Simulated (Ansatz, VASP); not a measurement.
# One calculation of KI, two programs

INCAR

```
ALGO = Normal
EDIFF = 1E-6
ENCUT = 520
GGA = PE
ISIF = 2
ISMEAR = 0
LASPH = True
LCHARG = False
LREAL = False
LWAVE = False
NBANDS = 15
NELM = 60
PREC = Accurate
SIGMA = 0.1
```

KPOINTS

```
k-points
0
Gamma
  6 6 4
```

The input POSCAR:

```
KI
1.0
    4.6436703514      0.0000000000      0.0000000000
   -2.3218351757      4.0215364912      0.0000000000
    0.0000000000      0.0000000000      4.5291973523
K I
1 1
Direct
    0.0000000000      0.0000000000      0.0000000000
    0.6666666667      0.3333333333      0.5000000000
```

Input for Ansatz:

```yaml
crystal:
  lattice:
    - [4.6436703514, 0.0, 0.0]
    - [-2.3218351757, 4.0215364912, 0.0]
    - [0.0, 0.0, 4.5291973523]
  atoms:
    - { symbol: K, position: [0.0, 0.0, 0.0] }
    - { symbol: I, position: [0.6666666667, 0.3333333333, 0.5] }
basis:
  ecutwfc: 420
kpoints:
  mp_grid: { grid: [6, 6, 4] }
hamiltonian:
  xc: pbe
scf:
  occupations: { method: gaussian, width: 0.1 }
  lower_state_search: "off"
output:
  forces: true
  stress: true
  eigenvalues: true
```

Alike in both runs: task single point; functional PBE; k mesh 6 × 6 × 4; occupations gaussian, width 0.1 eV; no spin polarisation.

|  | VASP | Ansatz |
| --- | --- | --- |
| version | VASP 6.6.1 | Ansatz 0.2.0 |
| potentials or method | VASP PAW PBE potentials, release 64 (K_sv, I) | scalar-relativistic, plane waves, PAW |
| plane-wave cutoff (eV) | 520 | 420 |
| valence electrons in the cell | 16 | 26 |

VASP gave:

- gap on the k mesh at the Fermi level (eV): 3.69
- least direct gap on the mesh (eV): 3.81
- pressure (GPa): 1.2
- largest component of the traceless stress (GPa): 0.51

Q: Which values does Ansatz return?

A: gap on the k mesh at the Fermi level (eV): 3.70; least direct gap on the mesh (eV): 3.81; pressure (GPa): 1.1; largest component of the traceless stress (GPa): 0.52.

The two sets of potentials don't hold the same shells in valence.

Caveats: spin-orbit coupling is left out, which moves the levels of the heavy elements. Expect the measured gap to be larger: semilocal functionals such as PBE lack the derivative discontinuity. A k mesh can miss the band edges.
